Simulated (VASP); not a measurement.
A run of VASP 6.6.1:

File INCAR:

```
PREC = Accurate ; ENCUT = 600
EDIFF = 1E-7 ; ISMEAR = 0
SIGMA = 0.03 ; LREAL = F
LASPH = T ; NELM = 120
ALGO = Normal ; ISIF = 3
LWAVE = F ; LCHARG = F
METAGGA = R2SCAN ; LMIXTAU = T
LUSE_VDW = T ; IVDW_NL = 2
BPARAM = 11.95 ; CPARAM = 0.0093
IBRION = 2 ; NSW = 90
EDIFFG = -0.005 ; LATTICE_CONSTRAINTS = .TRUE. .TRUE. .FALSE.
```

File KPOINTS:

```
regular mesh
0
Gamma
  12 12 1
```

Contents of POSCAR:

```
TiSe2                                   
1.0
    3.5447528178      0.0000000000      0.0000000000
   -1.7723764089      3.0698459926      0.0000000000
    0.0000000000      0.0000000000     21.0644416000
  Se              Ti            
     2     1
Direct
     0.6666666699999979    0.3333333300000021    0.4275983970305177
     0.3333333300000021    0.6666666699999979    0.5724016029694824
     1.0000000000000000    0.0000000000000000    0.5000000000000000
```

Potentials or basis: VASP PAW PBE potentials, release 64 (Se, Ti_sv).

The run is started by

```console
$ cat potpaw_PBE.64/Se/POTCAR potpaw_PBE.64/Ti_sv/POTCAR > POTCAR
$ mpirun -np 1 vasp_std > vasp.out
```

Hardware: 1 thread of Intel(R) Xeon(R) 6975P-C (Granite Rapids), on a shared host.

Problem. How long does it take, and how much memory?

Solution. Run time: 30 min on 1 thread of Intel(R) Xeon(R) 6975P-C (Granite Rapids), with other jobs on the host, peak memory 0.89 GiB. Counts: scf iterations 85, k points 19, ion steps 1.
